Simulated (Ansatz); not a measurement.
**Bi2Te2Se quintuple layer bilayer (AB) in a perpendicular field**

Aim: how the Bi2Te2Se quintuple layer bilayer (AB) screens a field along its normal, and what the field does to its bands. A positive field points along +c.

Main program and level: Ansatz 0.2.0; plane-wave DFT, PBE-D4, Ansatz PAW, in the first sound run; inputs show where later runs differ.

**1. The starting structure**

The cell holds 10 atoms: 4 Te, 4 Bi and 2 Se. Its edges and angles: a = 4.350 Å, b = 4.350 Å, c = 66.400 Å, α = 90.0°, β = 90.0°, γ = 120.0°. Regions: layer 1: Bi2Te2Se quintuple layer, 5 atoms (2 Te, 2 Bi and 1 Se); layer 2: Bi2Te2Se quintuple layer, 5 atoms (2 Te, 2 Bi and 1 Se). Vacuum lies along c.

**2. Relaxing the slab**

The starting cell is a guess, so the in-plane lattice and the atoms are relaxed first, with the slab cut off from its images along the normal.

The input, input.yaml:

```yaml
crystal:
  lattice:
    - [4.35, 0.0, 0.0]
    - [-2.175, 3.7672105065, 0.0]
    - [0.0, 0.0, 66.4000000026]
  atoms:
    - { symbol: Te, position: [0.3333333333, 0.6666666667, 0.3667168675] }
    - { symbol: Bi, position: [0.6666666667, 0.3333333333, 0.391566265] }
    - { symbol: Se, position: [0.0, 0.0, 0.420933735] }
    - { symbol: Bi, position: [0.3333333333, 0.6666666667, 0.4503012048] }
    - { symbol: Te, position: [0.6666666667, 0.3333333333, 0.4751506024] }
    - { symbol: Te, position: [0.0, 0.0, 0.5248493976] }
    - { symbol: Bi, position: [0.3333333333, 0.6666666667, 0.5496987952] }
    - { symbol: Se, position: [0.6666666667, 0.3333333333, 0.579066265] }
    - { symbol: Bi, position: [0.0, 0.0, 0.608433735] }
    - { symbol: Te, position: [0.3333333333, 0.6666666667, 0.6332831325] }
  periodic: [true, true, false]
kpoints:
  mp_grid: { grid: [12, 12, 1] }
hamiltonian:
  xc: pbe
  dispersion: d4
scf:
  occupations: { method: fermi_dirac, width: 0.05 }
  convergence: { dr2_threshold: 1.0e-09 }
relax:
  f_tol: 0.004
  max_steps: 90
  cell: {}
output:
  write_potential: true
  write_density: true
  volumetric_format: npy
```

Launch:

```
> ansatz run input.yaml --threads 4 --pin off --max-ram 12288MiB --backend cpu --events-out ev --progress --plain --runs-dir out
```

Numbers of over 12 decimals in the logs are rounded to 6 here.

Output:

```text
Warning: relax.cell: scf.convergence.dr2_threshold = 1e-9 eV is looser than the 1.30328819643e-10 eV advised for a relaxation that steers and ends on the stress (1e-10 eV for each atom of the cell: 10, times the square of relax.cell.stress_2d_tol = 0.05 N/m over 27.7 Å (the atoms' height at the walk's start and 5 Å past either face), 1.805e-2 GPa, over a crystal's default 0.05). What an SCF threshold leaves in a stress goes as its square root, and in the free energy as the threshold itself, and one threshold admits the most on a small cell: [figures from the program's tests cut] Set scf.convergence.dr2_threshold to 1.30328819643e-10 eV or tighter. [rest of the remark cut]
Engine: ansatz 0.2.0, x86_64-unknown-linux-gnu
Pseudopotentials: kind: paw
Pseudopotential: Te, paw, valence charge 16, recommended cutoff 420 eV (normal), Te.paw.azcp
Pseudopotential: Bi, paw, valence charge 15, recommended cutoff 420 eV (normal), Bi.paw.azcp
Pseudopotential: Se, paw, valence charge 16, recommended cutoff 420 eV (normal), Se.paw.azcp
Functional definition: PBE
  parameter kappa = 0.804
  parameter beta = 0.066725
  exchange = pbe_x(kappa = kappa, mu = beta*pi^2/3)
  correlation = pbe_c(beta = beta)
Crystal: 10 atoms, lattice volume = 1088.121 Å³
Basis set: ecut = 420 eV, 21395 PW (Γ), exchange–correlation on 60×60×900 points (8 copies of the dense FFT grid, shifted against one another)
Bands: 94, of which v1, the nominal top of the filled ones, is band 78 counted from 1 (77 counted from 0)
Symmetry: 12 space group operations
Space group: P-3m1 (ITA 164), of the structure as read, at distance tolerance 1.0e-4 Å
k-points: 19 of 144
Non-local potential: Te, projectors of the file, l = 0: 2, l = 1: 2, l = 2: 2, l = 3: 2
Non-local potential: Bi, projectors of the file, l = 0: 2, l = 1: 2, l = 2: 2, l = 3: 2
Non-local potential: Se, projectors of the file, l = 0: 2, l = 1: 2, l = 2: 3, l = 3: 1
PAW form: soft (Blöchl's): semilocal exchange-correlation on the pseudo side does not see the compensation charge
PAW one-centre angular grid: Te, 590 points (default); XC on 64 Gauss nodes
PAW one-centre angular grid: Bi, 590 points (default); XC on 64 Gauss nodes
PAW one-centre angular grid: Se, 590 points (default); XC on 64 Gauss nodes
Initial density: superposition of atomic densities (neutral atoms: chi_scale 0, normalization atom), corrected by the library's trained network
Initial wavefunctions: pseudopotential atomic-orbital guess
Functional: x = pbe(κ = 0.804, μ = 0.219515), c = pbe(β = 0.066725)
SCF iter   1: F=—  HF=-88451.121160 eV  |F-HF|=—  |Δ(HF+E_count)|=         —  Δρ=6.72e-4  dr2=2.14e-2  ethr=1.77e-3  ⟨swp⟩=14.8  Hψ=10415  notcnv=0  defer=32
preconditioner: auto → Resta (q_TF=auto, 1.974 Å⁻¹)  ε∞=2.0  [insulator: Δε(μ)=0.539 eV  Ē_g=8.559 eV  σ=0.050 eV  W_gap=0.98  n_scr=178 (ndim 8)  ℏωp=8.4 eV  f_vac=0.679  D(μ)=0.01/eV (n_scr^D=0)  ε∞_Penn≈2.0  vacuum switching on, ρ_ref=5.3e-3 e/Å³]
SCF iter   2: F=—  HF=-88451.122297 eV  |F-HF|=—  |Δ(HF+E_count)|=   1.14e-3  Δρ=6.78e-4  dr2=9.30e-2  ethr=1.37e-5  ⟨swp⟩=3.8  Hψ=4141  notcnv=0  defer=150
SCF iter   3: F=—  HF=-88451.118819 eV  |F-HF|=—  |Δ(HF+E_count)|=   3.48e-3  Δρ=3.77e-4  dr2=4.24e-2  ethr=1.37e-5  ⟨swp⟩=2.5  Hψ=2151  notcnv=0  defer=150
SCF iter   4: F=—  HF=-88451.117071 eV  |F-HF|=—  |Δ(HF+E_count)|=   1.75e-3  Δρ=1.96e-4  dr2=2.03e-3  ethr=1.37e-5  ⟨swp⟩=2.4  Hψ=1939  notcnv=0  defer=150
SCF iter   5: F=—  HF=-88451.117438 eV  |F-HF|=—  |Δ(HF+E_count)|=   3.67e-4  Δρ=1.08e-4  dr2=2.18e-4  ethr=1.30e-6  ⟨swp⟩=2.9  Hψ=2198  notcnv=0  defer=150
SCF iter   6: F=—  HF=-88451.117712 eV  |F-HF|=—  |Δ(HF+E_count)|=   2.74e-4  Δρ=4.54e-5  dr2=2.19e-5  ethr=1.40e-7  ⟨swp⟩=2.8  Hψ=2395  notcnv=0  defer=150
SCF iter   7: F=—  HF=-88451.117771 eV  |F-HF|=—  |Δ(HF+E_count)|=   5.95e-5  Δρ=1.22e-5  dr2=2.10e-6  ethr=1.40e-8  ⟨swp⟩=3.1  Hψ=2697  notcnv=0  defer=150
SCF iter   8: F=—  HF=-88451.118059 eV  |F-HF|=—  |Δ(HF+E_count)|=   2.87e-4  Δρ=4.15e-6  dr2=3.73e-7  ethr=1.34e-9  ⟨swp⟩=2.9  Hψ=3189  notcnv=0  defer=138
SCF iter   9: F=—  HF=-88451.118059 eV  |F-HF|=—  |Δ(HF+E_count)|=   3.82e-7  Δρ=1.88e-6  dr2=4.02e-8  ethr=2.39e-10  ⟨swp⟩=2.9  Hψ=2863  notcnv=0  defer=138
SCF iter  10: F=—  HF=-88451.118059 eV  |F-HF|=—  |Δ(HF+E_count)|=   1.11e-7  Δρ=4.43e-7  dr2=2.97e-9  ethr=2.57e-11  ⟨swp⟩=3.7  Hψ=3414  notcnv=0  defer=138
SCF iter  11: F=-88451.118059 eV  HF=-88451.118059 eV  |F-HF|=1.03e-9  |Δ(HF+E_count)|=   7.29e-9  Δρ=1.42e-7  dr2=7.54e-10  ethr=1.00e-12  ⟨swp⟩=11.2  Hψ=12696  notcnv=0
SCF 1 converged in 11 iterations: F = -88451.118059 eV  dr2 = 7.54e-10
  greatest PAW one-centre occupation: 1.000 electrons in one spin orbital (limit 2), on the Se atom at site 7 (counted from 0), in its partial waves of l = 2
relax step   1: F+E_penalty+E_count = -88451.11805932 eV  Δ(F+E_penalty+E_count) = +0.000e0 eV  max|allowed force component| = 1.002e0 eV/Å  Δτ_max = 0.0000 Å  P = -1.970 N/m  Ω = 1088.121 Å³  fix = [c, alpha, beta]  reactions: c -0.000 N/m  (11 SCF iters, accepted)
Crystal: 10 atoms, lattice volume = 1055.017 Å³
Basis set: ecut = 420 eV, 20531 PW (Γ), exchange–correlation on 60×60×900 points (8 copies of the dense FFT grid, shifted against one another)
Initial density: handed on by an earlier stage of this run
Initial wavefunctions: those handed on with the density
iter 1 solved again at ethr=8.90e-4 eV; its pass at ethr=3.10e-3 eV (dr2=1.39e0 eV) is discarded
SCF iter   1: F=—  HF=-88451.421661 eV  |F-HF|=—  |Δ(HF+E_count)|=         —  Δρ=3.52e-3  dr2=1.39e0  ethr=8.90e-4  ⟨swp⟩=3.7  Hψ=10371  notcnv=0  defer=2
preconditioner: auto → Resta (q_TF=auto, 1.984 Å⁻¹)  ε∞=2.0  [insulator: Δε(μ)=0.836 eV  Ē_g=8.545 eV  σ=0.050 eV  W_gap=1.00  n_scr=166 (ndim 8)  ℏωp=8.6 eV  f_vac=0.678  D(μ)=0.00/eV (n_scr^D=0)  ε∞_Penn≈2.0  vacuum switching on, ρ_ref=5.3e-3 e/Å³]
SCF iter   2: F=—  HF=-88451.621315 eV  |F-HF|=—  |Δ(HF+E_count)|=   2.00e-1  Δρ=6.30e-3  dr2=4.08e0  ethr=8.90e-4  ⟨swp⟩=4.7  Hψ=4110  notcnv=0  defer=81  recentre
SCF iter   3: F=—  HF=-88451.272914 eV  |F-HF|=—  |Δ(HF+E_count)|=   3.48e-1  Δρ=1.75e-3  dr2=1.85e-1  ethr=8.90e-4  ⟨swp⟩=4.0  Hψ=2829  notcnv=0  defer=148
SCF iter   4: F=—  HF=-88451.260054 eV  |F-HF|=—  |Δ(HF+E_count)|=   1.29e-2  Δρ=1.11e-3  dr2=3.19e-1  ethr=1.19e-4  ⟨swp⟩=3.2  Hψ=2986  notcnv=0  defer=153
SCF iter   5: F=—  HF=-88451.246725 eV  |F-HF|=—  |Δ(HF+E_count)|=   1.33e-2  Δρ=6.27e-4  dr2=2.42e-2  ethr=1.19e-4  ⟨swp⟩=2.4  Hψ=2093  notcnv=0  defer=153
[...]
relax step   4: F+E_penalty+E_count = -88451.45612675 eV  Δ(F+E_penalty+E_count) = -9.964e-3 eV  max|allowed force component| = 1.892e-2 eV/Å  Δτ_max = 0.0560 Å  P = -0.201 N/m  Ω = 1053.343 Å³  energy of the carried Pulay correction = +1.717e-3 eV  fix = [c, alpha, beta]  reactions: c -0.000 N/m  (13 SCF iters, accepted)
[...]
relax step   5: F+E_penalty+E_count = -88451.45866760 eV  Δ(F+E_penalty+E_count) = -2.541e-3 eV  max|allowed force component| = 9.857e-3 eV/Å  Δτ_max = 0.0605 Å  P = +0.139 N/m  Ω = 1052.116 Å³  energy of the carried Pulay correction = +1.779e-3 eV  fix = [c, alpha, beta]  reactions: c +0.000 N/m  (11 SCF iters, accepted)
[...]
relax step   6: F+E_penalty+E_count = -88451.45881044 eV  Δ(F+E_penalty+E_count) = -1.428e-4 eV  max|allowed force component| = 4.146e-3 eV/Å  Δτ_max = 0.0112 Å  P = +0.038 N/m  Ω = 1053.564 Å³  energy of the carried Pulay correction = +1.706e-3 eV  fix = [c, alpha, beta]  reactions: c +0.000 N/m  (9 SCF iters, accepted)
[...]
relax step   7: F+E_penalty+E_count = -88451.45881587 eV  Δ(F+E_penalty+E_count) = -5.429e-6 eV  max|allowed force component| = 6.235e-4 eV/Å  Δτ_max = 0.0017 Å  P = +0.009 N/m  Ω = 1053.715 Å³  energy of the carried Pulay correction = +1.699e-3 eV  fix = [c, alpha, beta]  reactions: c +0.000 N/m  (8 SCF iters, accepted)
Initial wavefunctions: pseudopotential atomic-orbital guess (no wavefunctions were taken with the density)
iter 1 solved again at ethr=1.15e-6 eV; its pass at ethr=3.10e-3 eV (dr2=1.80e-3 eV) is discarded
SCF iter   1: F=—  HF=-88451.457564 eV  |F-HF|=—  |Δ(HF+E_count)|=         —  Δρ=1.99e-5  dr2=7.27e-7  ethr=1.15e-6  ⟨swp⟩=5.8  Hψ=17349  notcnv=0  defer=2
eigensolver tolerance schedule: the retry pair's looser diagonalisation over-reported the residual by 2469.24 of it (diagonalisation noise at 11.05 of the residual, at the tolerance the schedule requests for it); recorded, not acted on — ethr = c·dr2/N_el stays at c = 1.0e-1
SCF iter   2: F=—  HF=-88451.457105 eV  |F-HF|=—  |Δ(HF+E_count)|=   4.59e-4  Δρ=9.80e-6  dr2=1.77e-7  ethr=4.66e-10  ⟨swp⟩=5.3  Hψ=6165  notcnv=0  defer=1
SCF iter   3: F=—  HF=-88451.457105 eV  |F-HF|=—  |Δ(HF+E_count)|=   2.54e-7  Δρ=1.87e-6  dr2=7.15e-8  ethr=1.13e-10  ⟨swp⟩=2.7  Hψ=3298  notcnv=0  defer=1
SCF iter   4: F=—  HF=-88451.457105 eV  |F-HF|=—  |Δ(HF+E_count)|=   1.03e-8  Δρ=1.20e-6  dr2=2.18e-7  ethr=4.59e-11  ⟨swp⟩=2.6  Hψ=2315  notcnv=0  defer=1  recentre
SCF iter   5: F=—  HF=-88451.457105 eV  |F-HF|=—  |Δ(HF+E_count)|=   9.65e-9  Δρ=9.84e-7  dr2=7.53e-8  ethr=4.59e-11  ⟨swp⟩=2.1  Hψ=2196  notcnv=0  defer=1
SCF iter   6: F=—  HF=-88451.457105 eV  |F-HF|=—  |Δ(HF+E_count)|=   1.30e-9  Δρ=4.53e-7  dr2=3.61e-9  ethr=4.59e-11  ⟨swp⟩=1.7  Hψ=1975  notcnv=0  defer=1
SCF iter   7: F=-88451.457105 eV  HF=-88451.457105 eV  |F-HF|=2.20e-9  |Δ(HF+E_count)|=  2.62e-10  Δρ=1.43e-7  dr2=1.38e-10  ethr=1.00e-12  ⟨swp⟩=14.8  Hψ=14863  notcnv=0
SCF 8 converged in 7 iterations: F = -88451.457105 eV  dr2 = 1.38e-10
relax step   8: F+E_penalty+E_count = -88451.45710483 eV  Δ(F+E_penalty+E_count) = +1.711e-3 eV  max|allowed force component| = 7.044e-4 eV/Å  Δτ_max = 0.0000 Å  P = +0.008 N/m  Ω = 1053.715 Å³  fix = [c, alpha, beta]  reactions: c +0.000 N/m  stress off target by 8.46e-3 N/m on what of the cell is left free  SCF on the basis re-selected at this cell (its energy is not comparable with the rows above)  (7 SCF iters)
basis re-selected at this cell: Δ(F+E_penalty+E_count) = +1.711e-3 eV, ΔP = -0.000 N/m vs the last step (what re-selecting the basis moved, of the pressure what is left beyond the Pulay correction that the steps carried, after the strain that the cell walked since its last selection, with what the two solves' SCF thresholds leave and, on support functions, any second-order correction that the steps lacked; it is no m [...]
WARN: The output density's exchange-correlation potential varies sharply where the density is thin. Do not read a vacuum level from v_tot or v_xc, or from such a field of the output density. On a cell that repeats whose density bears no net charge and no dipole along the vacuum's axis use v_es (v_loc + v_h of the components); under efield.dipole_correction with no amplitude use v_es + v_field, which holds any externa [...]
SCF converged after 7 iterations
Free energy (F): -88451.457105 eV
Harris-Foulkes:  -88451.457105 eV  (|F-HF|=2.20e-9)
Internal energy: -88451.457032 eV  (E = F + TS)
E sigma→0 (E₀):  -88451.457069 eV
Entropy (-TS):   -0.000072 eV (-0.007 meV/atom)
Fermi energy:    -4.816136 eV
--- Per-component energies (eV) ---
  E_band       = -4405.027915
  E_kinetic    = 2164.475614
  E_local      = -1416768.288368  (includes V_loc(G=0)·N_el)
  E_nonlocal   = -186.780875
  E_hartree    = 706901.247453
  E_xc         = -1313.319118
  E_vxc        = -1192.352120  (∫ρ·V_xc dr)
  E_paw        = -65122.462887  (= ΣΔE_a)
  E_vpaw       = -2224.573441  (= ΣTr[D̂ρ^β])
  E_aug_tail   = -0.003626  (compensation charges beyond the density's cutoff)
  E_ewald      = 685878.028579
  E_disp       = -4.353805  (pairwise vdW)
  E_smearing   = -0.000072  (= −TS)
  E_closure    = -0.000000  (closes the sum)
  Σ components = -88451.457105   (vs F -88451.457105, Δ=0.00e0)
--- Forces (eV/Å), atoms counted from 1 ---
  atom   1  Te     0.00000000     0.00000000    -0.00041817
  atom   2  Bi     0.00000000     0.00000000     0.00049846
  atom   3  Se     0.00000000     0.00000000     0.00001277
  atom   4  Bi    -0.00000000    -0.00000000    -0.00023636
  atom   5  Te    -0.00000000    -0.00000000     0.00070437
  atom   6  Te     0.00000000     0.00000000    -0.00070437
  atom   7  Bi     0.00000000     0.00000000     0.00023636
  atom   8  Se    -0.00000000     0.00000000    -0.00001277
  atom   9  Bi    -0.00000000    -0.00000000    -0.00049846
  atom  10  Te    -0.00000000    -0.00000000     0.00041817
  max |Σ_I F_I| component: 4.05e-18 eV/Å
--- 2D stress c σ (N/m, compression-positive) ---
        0.008461       0.000000      -0.000000
        0.000000       0.008461       0.000000
       -0.000000       0.000000       0.000000
  P = ½ c Tr σ = 0.0085 N/m
--- Band table (eV; the first three rows and the last of 19) ---
  k-point 0: bands = [... 74 lower, -5.8414, -5.7215, -5.7215, -5.1433, -4.5683, -4.1347, -3.7802, -3.7802, ... 12 higher]
  k-point 1: bands = [... 74 lower, -5.7230, -5.6039, -5.4141, -5.1860, -4.1940, -3.9504, -3.7323, -3.6656, ... 12 higher]
  k-point 2: bands = [... 74 lower, -5.7845, -5.7383, -5.5855, -5.2551, -3.9768, -3.7210, -3.4229, -3.2421, ... 12 higher]
  k-point 18: bands = [... 74 lower, -6.1741, -5.8281, -5.8281, -5.6261, -3.5044, -3.5044, -2.7878, -2.4356, ... 12 higher]
  the weakly bound empty levels are not read free of the cell's end (no_gap_told)
--- Relaxed structure (7 steps of the walk, 7 accepted, 1 SCFs on fresh bases) ---
  F+E_penalty+E_count = -88451.45710483 eV   max|allowed force component| = 7.044e-4 eV/Å   (the final SCF, on the basis selected at the relaxed cell)
  cell:  # Å, volume = 1053.7146 Å³
    - [4.280674, 0.0, 0]
    - [-2.140337, 3.707172, 0]
    - [0, 0, 66.4000000026]
  atoms:
    - { symbol: Te, position: [0.333333, 0.666667, 0.370383] }
    - { symbol: Bi, position: [0.666667, 0.333333, 0.397089] }
    - { symbol: Se, position: [-2.5905203907947246e-17, -2.1834386149351213e-17, 0.424829] }
    - { symbol: Bi, position: [0.333333, 0.666667, 0.452532] }
    - { symbol: Te, position: [0.666667, 0.333333, 0.479355] }
    - { symbol: Te, position: [-2.590520390794725e-17, -2.1834386149351222e-17, 0.520645] }
    - { symbol: Bi, position: [0.333333, 0.666667, 0.547468] }
    - { symbol: Se, position: [0.666667, 0.333333, 0.575171] }
    - { symbol: Bi, position: [-2.5905203907947243e-17, -2.1834386149351204e-17, 0.602911] }
    - { symbol: Te, position: [0.333333, 0.666667, 0.629617] }
```

Run time: 4.6 min. Hardware: 4 threads of Intel Xeon Platinum 8488C (Sapphire Rapids), shared host; peak memory 3.5 GiB.

The steps of the relaxation:

```tsv
step	energy less that of the first step (eV)	largest force component (eV/Å)	volume (Å³)
1	0.0000	1.0019	1088.12
2	-0.1282	0.9132	1055.02
3	-0.3281	0.0600	1057.65
4	-0.3381	0.0189	1053.34
5	-0.3406	0.0099	1052.12
6	-0.3408	0.0041	1053.56
7	-0.3408	0.0006	1053.71
8*	-0.3390	0.0007	1053.71
```

Relaxation steps marked * repeat the geometry before them on a plane-wave basis chosen anew for their cell, so energy and pressure can jump there.

The run keeps the 12 symmetry operations that it works with, so distortions that break them were not tested.

```tsv
cell as run	before	after	change
a (Å)	4.350	4.281	-1.6 %
b (Å)	4.350	4.281	-1.6 %
```

The atoms that moved most (Å, along periodic axes as changes of fractional coordinates times the final cell, across vacuum about the mean position):

```tsv
atom	dx	dy	dz	length
Bi9	0.000	0.000	-0.367	0.367
Bi2	0.000	0.000	0.367	0.367
Te5	0.000	0.000	0.279	0.279
Te6	0.000	0.000	-0.279	0.279
Se8	0.000	0.000	-0.259	0.259
Se3	0.000	0.000	0.259	0.259
Te10	0.000	0.000	-0.243	0.243
Te1	0.000	0.000	0.243	0.243
```

Final coordinates:

```cif
data_structure
_symmetry_space_group_name_H-M 'P 1'
_symmetry_Int_Tables_number 1
_cell_length_a 4.2807
_cell_length_b 4.2807
_cell_length_c 66.4000
_cell_angle_alpha 90.000
_cell_angle_beta 90.000
_cell_angle_gamma 120.000
_cell_volume 1053.71
loop_
_atom_site_label
_atom_site_type_symbol
_atom_site_fract_x
_atom_site_fract_y
_atom_site_fract_z
_atom_site_occupancy
Te1 Te 0.33333 0.66667 0.37038 1
Bi2 Bi 0.66667 0.33333 0.39709 1
Se3 Se 0.00000 0.00000 0.42483 1
Bi4 Bi 0.33333 0.66667 0.45253 1
Te5 Te 0.66667 0.33333 0.47936 1
Te6 Te 0.00000 0.00000 0.52064 1
Bi7 Bi 0.33333 0.66667 0.54747 1
Se8 Se 0.66667 0.33333 0.57517 1
Bi9 Bi 0.00000 0.00000 0.60291 1
Te10 Te 0.33333 0.66667 0.62962 1
```

The lattice constant a goes from 4.350 to 4.281 Å.

[end of part 1 of 4]

[Logs are printed without paths, hosts, clocks, repeated set-up lines and the standing remarks that a program may print on its own settings, such as how far it seeks lower states.]

[Hosts, paths, dates, database ids (printed as entryN), source tags and the programs' standing remarks are cut or masked in the printed files.]

[Maps of the electrostatic potential energy from Ansatz leave out the sawtooth potential of an applied field or a dipole correction, so their vacuum need not be flat; planar profiles and work functions include it.]
